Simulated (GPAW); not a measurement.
Set up this calculation in GPAW 26.7.0, as an ASE script.

```
Task                : relaxation of cell and atoms
Functional          : PBEsol
Dispersion          : D4
Potentials or basis : PAW data sets generated in the run's folder for this functional
Cutoff              : 600 eV
Basis               : pw
k mesh              : 5 × 5 × 3
Occupations         : fermi-dirac, width 0.05 eV
Spin                : no spin polarisation
Maxiter             : 150
Optimizer           : LBFGS
Fmax                : 0.05 eV/Å
Max steps           : 40
```

The structure of CdS (Greenockite) lies in CdS.cif:

```cif
data_CdS
_cell_length_a 4.15000000
_cell_length_b 4.15000000
_cell_length_c 6.73700000
_cell_angle_alpha 90.00000000
_cell_angle_beta 90.00000000
_cell_angle_gamma 120.00000000
_space_group_name_H-M_alt 'P6_3mc'
_space_group_name_Hall 'P 6c -2c'
_space_group_IT_number 186
loop_
_space_group_symop_operation_xyz
'x,y,z'
'x-y,x,z+1/2'
'-y,x-y,z'
'-x,-y,z+1/2'
'-x+y,-x,z'
'y,-x+y,z+1/2'
'y,x,z+1/2'
'x,x-y,z'
'x-y,-y,z+1/2'
'-y,-x,z'
'-x,-x+y,z+1/2'
'-x+y,y,z'
loop_
_atom_site_label
_atom_site_type_symbol
_atom_site_symmetry_multiplicity
_atom_site_Wyckoff_symbol
_atom_site_fract_x
_atom_site_fract_y
_atom_site_fract_z
_atom_site_occupancy
Cd1 Cd 2 b 0.6666666667 0.3333333333 0.5000000000 1
S1 S 2 b 0.6666666667 0.3333333333 0.8750000000 1
```

The input as run:

run.py

```python
from ase.calculators.mixing import SumCalculator
from ase.filters import FrechetCellFilter
from ase.io import read, write
from ase.optimize import LBFGS
from dftd4.ase import DFTD4
from gpaw import GPAW, PW, setup_paths

setup_paths.insert(0, '.')

atoms = read('CdS.cif')

calc = GPAW(mode=PW(600),
            xc='PBEsol',
            kpts={'size': (5, 5, 3), 'gamma': True},
            occupations={'name': 'fermi-dirac', 'width': 0.05},
            nbands=31,
            convergence={'density': 1e-05, 'energy': 1e-05},
            maxiter=150,
            txt='gpaw.txt')
atoms.calc = SumCalculator([calc, DFTD4(method='pbesol')])
opt = LBFGS(FrechetCellFilter(atoms), trajectory='relax.traj', logfile='-')
done = opt.run(fmax=0.05, steps=40)
calc.write('gs.gpw')
write('result.traj', atoms)
print('Converged:', done)
print('Cell:', atoms.cell.cellpar().round(4))
print('Volume:', round(atoms.get_volume(), 4))
print(atoms.get_scaled_positions().round(5))
```

Potentials or basis: PAW data sets generated in the run's folder for this functional, pw.

The run is started by

```console
$ gpaw-setup -f PBEsol Cd S
$ OMP_NUM_THREADS=1 python run.py
```

Results of the run:

| Item | Value |
| --- | --- |
| Relaxed volume | 24.15 Å³/atom |
| Relaxed cell | a = 4.092 Å, b = 4.092 Å, c = 6.662 Å, α = 90.00°, β = 90.00°, γ = 120.00° |
| Space group after relaxing (to 0.05 Å) | P6_3mc (No. 186) |
| Energy gained by relaxing | 6.9 meV/atom |
| Ionic steps | 3 |
| Pressure after relaxing | 0.1 GPa |
| Largest force after relaxing | 0.043 eV/Å |
| Band gap on the k mesh | 1.12 eV, direct |
| Dispersion energy per atom | -0.190 eV |

Caveat: later steps reuse the first step's grids.

Wall time 79 s on 1 thread of Arm Neoverse V2, on a shared host, peak memory 0.23 GiB.
